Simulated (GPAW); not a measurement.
# SnTe (Fm-3m) in GPAW: notebook, part 3 of 3

GPAW 26.7.0. Earlier steps stand in the parts before.

## Step 5: Dielectric tensor, PBE

This run uses another cell than the first one, of 30.03 Å³/atom, 0.960 times its volume.

Contents of run.py:

```python
import numpy as np
from ase import Atoms
from ase.dft.bandgap import bandgap
from ase.io import write
from gpaw import GPAW, PW
from gpaw.response.df import DielectricFunction

atoms = Atoms(['Te', 'Sn'],
              cell=[[0.0, 3.1082657258, 3.1082657258],
                    [3.1082657258, 0.0, 3.1082657258],
                    [3.1082657258, 3.1082657258, 0.0]],
              scaled_positions=[[0.5, 0.5, 0.5],
                                [0.0, 0.0, 0.0]],
              pbc=True)

calc = GPAW(mode=PW(450),
            xc='PBE',
            kpts={'size': (6, 6, 6), 'gamma': True},
            occupations={'name': 'fermi-dirac', 'width': 0.001},
            nbands=19,
            convergence={'density': 1e-06},
            maxiter=150,
            txt='gpaw.txt')
atoms.calc = calc
energy = atoms.get_potential_energy()
calc.write('gs.gpw')
write('result.traj', atoms)
print(f'Energy: {energy:.6f} eV')
print('Fermi level:', round(calc.get_fermi_level(), 4), 'eV')
print(f'Gap: {bandgap(calc)[0]:.4f} eV, direct: {bandgap(calc, direct=True)[0]:.4f} eV')

for size in [(18, 18, 18)]:
    name = 'x'.join(str(n) for n in size)
    dense = calc.fixed_density(kpts={'size': size, 'gamma': True},
                               nbands=36, convergence={'bands': 30, 'eigenstates': 1e-7},
                               update_fermi_level=True, txt=f'dense-{name}.txt')
    dense.write(f'{name}.gpw', mode='all')
    df = DielectricFunction(f'{name}.gpw', frequencies=np.array([0.0]), hilbert=False, eta=0.001,
                            ecut=80, nbands=30, intraband=False, txt=f'df-{name}.txt')
    for xc in ['RPA']:
        for direction in ['x', 'y', 'z', [0, 1, 1], [1, 0, 1], [1, 1, 0]]:
            e0, e = df.get_macroscopic_dielectric_constant(xc=xc, direction=direction)
            print(f'{name} {xc} {direction}: {e0:.4f} without, {e:.4f} with local fields')
```

Potentials or basis: GPAW PAW data sets (gpaw-data 1.2.1), pw.

Started as:

```
> OMP_NUM_THREADS=1 python run.py
```

gpaw.txt:

```text
__  _  _
 | _ |_)|_||  |
 |__||  | ||/\| - 26.7.0

Input parameters:
  mode=PW(ecut=450.00000000000006),
  convergence={'density': 1e-06},
  kpts=MonkhorstPack(size=(6, 6, 6), gamma=True),
  maxiter=150,
  nbands=19,
  occupations=Occupations(name='fermi-dirac', width=0.001),
  xc=XC(name='PBE')

Diagonalizing LCAO Hamiltonian
Converting LCAO to pw mode

                Te

       Sn

Atoms  # Å, Bohr magnetons
|   | symbol |        x |        y |        z |    initial magnetic moments |
|---|--------|----------|----------|----------|-----------------------------|
| 0 |     Te | 3.108266 | 3.108266 | 3.108266 | ( 0.0000,  0.0000,  0.0000) |
| 1 |     Sn | 0.000000 | 0.000000 | 0.000000 | ( 0.0000,  0.0000,  0.0000) |

Unit cell  # Å
| periodic |        x |        y |        z |  lengths |    angles |
|----------|----------|----------|----------|----------|-----------|
|      yes | 0.000000 | 3.108266 | 3.108266 | 4.395752 | 60.000000 |
|      yes | 3.108266 | 0.000000 | 3.108266 | 4.395752 | 60.000000 |
|      yes | 3.108266 | 3.108266 | 0.000000 | 4.395752 | 60.000000 |

Number of symmetries: 48
Symmetry operations  # r_c * U_cc + t_c -> r_c
|    | kind |            matrix            |
|----|------|------------------------------|
|  0 |  σ   |  1, 0, 0,  1, 0,-1,  1,-1, 0 |
|  1 |  C2  |  1, 0, 0,  1,-1, 0,  1, 0,-1 |
|  2 |  E   |  1, 0, 0,  0, 1, 0,  0, 0, 1 |
|  3 |  σ   |  1, 0, 0,  0, 0, 1,  0, 1, 0 |
|  4 |  C4  |  1, 0,-1,  1, 0, 0,  1,-1, 0 |
|  5 |  S6  |  1, 0,-1,  1,-1, 0,  1, 0, 0 |
|  6 |  σ   |  1, 0,-1,  0, 1,-1,  0, 0,-1 |
[... 152 lines left out ...]
  Trust region scale: 1.0
  Backstep threshold: 4.0
  History deletion threshold: 6.0
  Fourier metric: weight=20.0, sigma=0.015

occupation numbers:
  Fermi-Dirac:
    width: 0.0010  # eV

poisson solver:
  ecut: 3600.0000000000005  # eV

xc functional:
  name: PBE with 2 nearest neighbor stencil

convergence criteria:
- Maximum integral of absolute [dens]ity change: 1e-06 electrons / valence electron
- Maximum [total energy] change in last 3 cyles: 0.0005 eV / valence electron
- Maximum integral of absolute [eigenst]ate change: 4e-08 eV^2 / valence electron
maximum number of iterations: 150

SCF iterations
|iter     | |      energy | eigst |  dens |
|---------|-|-------------|-------|-------|
|iter:   1| |   -7.747587 | -0.16 |       |
|iter:   2| |   -7.743752 | -2.34 | -1.51 |
|iter:   3| |   -7.719997 | -2.77 | -1.54 |
|iter:   4| |   -7.721027 | -3.99 | -2.13 |
|iter:   5| |   -7.721198c| -4.89 | -2.66 |
|iter:   6| |   -7.721207c| -6.32 | -3.32 |
|iter:   7| |   -7.721207c| -7.65c| -4.20 |
|iter:   8| |   -7.721207c| -7.74c| -4.79 |
|iter:   9| |   -7.721207c| -8.30c| -5.89 |
|iter:  10| |   -7.721207c| -8.86c| -6.32c|

Converged in 10 steps
Energy contributions relative to reference atoms: (reference = -352801.376741)

Energy contributions:
  Kinetic:          18.671834
  Coulomb:         -18.011340
  Zero:              0.178002
  External:          0.000000
  Xc:               -8.559703
  Entropy:          -0.000000
  Spinorbit:         0.000000
  ----------------------------
  Free energy:      -7.721207
  Extrapolated:     -7.721207

dipole moment: (-21.086157, -21.086157, -21.086157)  # |e|*Ang

Fermi level: 7.095
Eigenvalues  # (at kpt = [0.000, 0.000, 0.000])
| band index |      eig [eV] | occ [0-2] |
|------------|---------------|-----------|
|          0 |       -14.960 |     2.000 |
|        ... |               |           |
|          2 |       -14.950 |     2.000 |
|          3 |       -14.950 |     2.000 |
|          4 |       -14.950 |     2.000 |
|          5 |        -6.139 |     2.000 |
|          6 |         2.468 |     2.000 |
|          7 |         4.695 |     2.000 |
[... 9 lines left out ...]
|         17 |        13.907 |     0.000 |
|         18 |        13.907 |     0.000 |

Gap: 0.233 eV
Transition (v -> c):
  (s=0, k=15, n=9, [0.50, 0.50, 0.50]) -> (s=0, k=15, n=10, [0.50, 0.50, 0.50])
No difference between direct/indirect transitions
# Writing to gs.gpw (mode='')
```

stdout:

```text
Energy: -7.721207 eV
Fermi level: 7.0945 eV
Gap: 0.2327 eV, direct: 0.2327 eV
18x18x18 RPA x: 79.9484 without, 75.5204 with local fields
18x18x18 RPA y: 79.9484 without, 75.5204 with local fields
18x18x18 RPA z: 79.9484 without, 75.5204 with local fields
18x18x18 RPA [0, 1, 1]: 79.9484 without, 75.5204 with local fields
18x18x18 RPA [1, 0, 1]: 79.9484 without, 75.5204 with local fields
18x18x18 RPA [1, 1, 0]: 79.9484 without, 75.5204 with local fields
```

df-18x18x18.txt:

```text
FrequencyGridDescriptor(from 0.000 to 0.000 eV, 1 points)
FrequencyGridDescriptor(from 0.000 to 0.000 eV, 1 points)

Calculating chi0 body with:
    Ground state adapter containing:
    Number of spins: 1
    Number of kpoints: 5832
    Number of irreducible kpoints: 195
    Number of completely occupied states: 10
    Number of partially occupied states: 10

    Linear response parametrization:
    q_c: [0.0, 0.0, 0.0]
    Number of frequency points: 1
    Planewave cutoff: 80.0
    Number of bands: 30
    Number of planewaves: 113
    Broadening (eta): 0.001

Integrating chi0 body.

Symmetries of q_c:
    Direct symmetries (Uq -> q): 48
    Indirect symmetries (TUq -> q): 0
In total 48 allowed symmetries.

Integral kind: response function

Calculating chi0 optical extensions with:
    Ground state adapter containing:
    Number of spins: 1
    Number of kpoints: 5832
    Number of irreducible kpoints: 195
    Number of completely occupied states: 10
    Number of partially occupied states: 10

    Linear response parametrization:
    Number of frequency points: 1
    Planewave cutoff: 80.0
    Number of bands: 30
    Number of planewaves: 113
    Broadening (eta): 0.001
Integrating chi0 head and wings.

Symmetries of q_c:
    Direct symmetries (Uq -> q): 48
    Indirect symmetries (TUq -> q): 0
In total 48 allowed symmetries.

Integral kind: response function wings

Finished calculating chi0
```

Run time: 4.5 min. Hardware: 1 thread of Arm Neoverse V1, shared host; peak memory 0.5 GiB.

What came out:

```
Free energy                             : -7.7212 eV
Band gap on the k mesh                  : 0.23 eV, direct
Electronic dielectric tensor (diagonal) : 75.52
```

Electronic dielectric tensor:
```
75.52  0.00  0.00
 0.00 75.52  0.00
 0.00  0.00 75.52
```

Caveat: the gap is small at this level, which inflates the dielectric constant; the long-wavelength limit can be off by a per cent or two; spin-orbit coupling is left out, which moves the levels of the heavy elements.

## Step 6: Dielectric tensor, PBE

This run uses another cell than the first one, of 30.66 Å³/atom, 0.980 times its volume.

run.py: that of step 5 with these lines changed.

```diff
@@ -8,5 +8,5 @@
 atoms = Atoms(['Te', 'Sn'],
-              cell=[[0.0, 3.1082657258, 3.1082657258],
-                    [3.1082657258, 0.0, 3.1082657258],
-                    [3.1082657258, 3.1082657258, 0.0]],
+              cell=[[0.0, 3.1297027185, 3.1297027185],
+                    [3.1297027185, 0.0, 3.1297027185],
+                    [3.1297027185, 3.1297027185, 0.0]],
               scaled_positions=[[0.5, 0.5, 0.5],
```

Potentials or basis: GPAW PAW data sets (gpaw-data 1.2.1), pw.

Started as:

```
> OMP_NUM_THREADS=1 python run.py
```

gpaw.txt:

```text
__  _  _
 | _ |_)|_||  |
 |__||  | ||/\| - 26.7.0

Input parameters:
  mode=PW(ecut=450.00000000000006),
  convergence={'density': 1e-06},
  kpts=MonkhorstPack(size=(6, 6, 6), gamma=True),
  maxiter=150,
  nbands=19,
  occupations=Occupations(name='fermi-dirac', width=0.001),
  xc=XC(name='PBE')

Diagonalizing LCAO Hamiltonian
Converting LCAO to pw mode

                 Te

       Sn

Atoms  # Å, Bohr magnetons
|   | symbol |        x |        y |        z |    initial magnetic moments |
|---|--------|----------|----------|----------|-----------------------------|
| 0 |     Te | 3.129703 | 3.129703 | 3.129703 | ( 0.0000,  0.0000,  0.0000) |
| 1 |     Sn | 0.000000 | 0.000000 | 0.000000 | ( 0.0000,  0.0000,  0.0000) |

Unit cell  # Å
| periodic |        x |        y |        z |  lengths |    angles |
|----------|----------|----------|----------|----------|-----------|
|      yes | 0.000000 | 3.129703 | 3.129703 | 4.426068 | 60.000000 |
|      yes | 3.129703 | 0.000000 | 3.129703 | 4.426068 | 60.000000 |
|      yes | 3.129703 | 3.129703 | 0.000000 | 4.426068 | 60.000000 |

Number of symmetries: 48
Symmetry operations  # r_c * U_cc + t_c -> r_c
|    | kind |            matrix            |
|----|------|------------------------------|
|  0 |  σ   |  1, 0, 0,  1, 0,-1,  1,-1, 0 |
|  1 |  C2  |  1, 0, 0,  1,-1, 0,  1, 0,-1 |
|  2 |  E   |  1, 0, 0,  0, 1, 0,  0, 0, 1 |
|  3 |  σ   |  1, 0, 0,  0, 0, 1,  0, 1, 0 |
|  4 |  C4  |  1, 0,-1,  1, 0, 0,  1,-1, 0 |
|  5 |  S6  |  1, 0,-1,  1,-1, 0,  1, 0, 0 |
|  6 |  σ   |  1, 0,-1,  0, 1,-1,  0, 0,-1 |
[... 152 lines left out ...]
  Trust region scale: 1.0
  Backstep threshold: 4.0
  History deletion threshold: 6.0
  Fourier metric: weight=20.0, sigma=0.015

occupation numbers:
  Fermi-Dirac:
    width: 0.0010  # eV

poisson solver:
  ecut: 3600.0000000000005  # eV

xc functional:
  name: PBE with 2 nearest neighbor stencil

convergence criteria:
- Maximum integral of absolute [dens]ity change: 1e-06 electrons / valence electron
- Maximum [total energy] change in last 3 cyles: 0.0005 eV / valence electron
- Maximum integral of absolute [eigenst]ate change: 4e-08 eV^2 / valence electron
maximum number of iterations: 150

SCF iterations
|iter     | |      energy | eigst |  dens |
|---------|-|-------------|-------|-------|
|iter:   1| |   -7.780850 | -0.16 |       |
|iter:   2| |   -7.775939 | -2.33 | -1.50 |
|iter:   3| |   -7.748859 | -2.75 | -1.53 |
|iter:   4| |   -7.750015 | -4.04 | -2.12 |
|iter:   5| |   -7.750210c| -4.84 | -2.63 |
|iter:   6| |   -7.750218c| -6.29 | -3.32 |
|iter:   7| |   -7.750218c| -7.63c| -4.18 |
|iter:   8| |   -7.750218c| -7.70c| -4.76 |
|iter:   9| |   -7.750218c| -8.25c| -5.85 |
|iter:  10| |   -7.750218c| -8.84c| -6.37c|

Converged in 10 steps
Energy contributions relative to reference atoms: (reference = -352801.376741)

Energy contributions:
  Kinetic:          16.837079
  Coulomb:         -16.549777
  Zero:              0.180689
  External:          0.000000
  Xc:               -8.218209
  Entropy:          -0.000000
  Spinorbit:         0.000000
  ----------------------------
  Free energy:      -7.750218
  Extrapolated:     -7.750218

dipole moment: (-21.229549, -21.229549, -21.229549)  # |e|*Ang

Fermi level: 6.800
Eigenvalues  # (at kpt = [0.000, 0.000, 0.000])
| band index |      eig [eV] | occ [0-2] |
|------------|---------------|-----------|
|          0 |       -15.203 |     2.000 |
|        ... |               |           |
|          2 |       -15.195 |     2.000 |
|          3 |       -15.195 |     2.000 |
|          4 |       -15.195 |     2.000 |
|          5 |        -6.237 |     2.000 |
|          6 |         2.125 |     2.000 |
|          7 |         4.496 |     2.000 |
[... 9 lines left out ...]
|         17 |        13.636 |     0.000 |
|         18 |        13.636 |     0.000 |

Gap: 0.168 eV
Transition (v -> c):
  (s=0, k=15, n=9, [0.50, 0.50, 0.50]) -> (s=0, k=15, n=10, [0.50, 0.50, 0.50])
No difference between direct/indirect transitions
# Writing to gs.gpw (mode='')
```

Wall time 4.6 min (1 thread of Arm Neoverse V1, shared host); peak memory 0.51 GiB.

What came out:

| Item | Value |
| --- | --- |
| Free energy | -7.7502 eV |
| Band gap on the k mesh | 0.17 eV, direct |
| Electronic dielectric tensor (diagonal) | 69.78 |

Electronic dielectric tensor:
```
69.78  0.00  0.00
 0.00 69.78  0.00
 0.00  0.00 69.78
```

Caveat: the gap is small at this level, which inflates the dielectric constant; the long-wavelength limit can be off by a per cent or two; spin-orbit coupling is left out, which moves the levels of the heavy elements.

## Step 7: Summary

| task | level | cell | k mesh | smearing | response ecut | maxiter | response k mesh | response bands | kernels | mesh quality | gap on the mesh (eV) |
| --- | --- | --- | --- | --- | --- | --- | --- | --- | --- | --- | --- |
| dielectric tensor | PBE | Fm-3m, 31.28 Å³/atom | 6 × 6 × 6 | fermi-dirac 0.001 eV | 80 eV | 150 | 18 × 18 × 18 | 30 | ["RPA", "LR0.1", "LR0.2"] | not flagged | 0.11 |
| equation of state | HSE06 | Fm-3m, 31.28 Å³/atom | 2 × 2 × 2 | fermi-dirac 0.05 eV | - | 60 | - | - | - | coarse | - |
| dielectric tensor | PBE | Fm-3m, 29.4 Å³/atom | 6 × 6 × 6 | fermi-dirac 0.001 eV | 80 eV | 150 | 18 × 18 × 18 | 30 | ["RPA"] | not flagged | 0.29 |
| dielectric tensor | PBE | Fm-3m, 30.03 Å³/atom | 6 × 6 × 6 | fermi-dirac 0.001 eV | 80 eV | 150 | 18 × 18 × 18 | 30 | ["RPA"] | not flagged | 0.23 |
| dielectric tensor | PBE | Fm-3m, 30.66 Å³/atom | 6 × 6 × 6 | fermi-dirac 0.001 eV | 80 eV | 150 | 18 × 18 × 18 | 30 | ["RPA"] | not flagged | 0.17 |

Alike in all rows: potentials or basis GPAW PAW data sets (gpaw-data 1.2.1), pw; no spin polarisation; cutoff (eV) 450.

Caveats: some runs use coarse meshes; the gap is small at this level, which inflates the dielectric constant (some runs); the long-wavelength limit can be off by a per cent or two (some runs); spin-orbit coupling is left out, which moves the levels of the heavy elements (some runs); the dielectric constant isn't converged in the k mesh (some runs); the energies scatter about the fit (some runs); the fit is doubtful: noisy points or a state that changes with volume (some runs); exact exchange converges slowly with the k mesh, and this mesh is small (some runs).

Absolute energies hang on the potentials; compare differences alone.

## Step 8: How close it comes

Step 2. Against the measured gap of SnTe, 0.18 eV (direct; 300 K; a printed reference work, textbook), the calculated 0.11 eV is off by -0.07 eV. Spin-orbit coupling on Sn, Te is left out. The value is that of PBE on a finite k mesh, which can miss the band edges, without temperature or zero-point motion. Semilocal functionals fall short of measured gaps as a rule.

Step 4. Measured gap of SnTe: 0.18 eV (direct; 300 K; a printed reference work, textbook). This calculation gives 0.29 eV (+0.11 eV). Spin-orbit coupling on Sn, Te is left out. The value is that of PBE on a finite k mesh, which can miss the band edges, without temperature or zero-point motion.

Step 5. Measured gap of SnTe: 0.18 eV (direct; 300 K; a printed reference work, textbook). This calculation gives 0.23 eV (+0.05 eV). Spin-orbit coupling on Sn, Te is left out. The value is that of PBE on a finite k mesh, which can miss the band edges, without temperature or zero-point motion.

Step 6. Against the measured gap of SnTe, 0.18 eV (direct; 300 K; a printed reference work, textbook), the calculated 0.17 eV is off by -0.01 eV. Spin-orbit coupling on Sn, Te is left out. The value is that of PBE on a finite k mesh, which can miss the band edges, without temperature or zero-point motion. Semilocal functionals fall short of measured gaps as a rule.
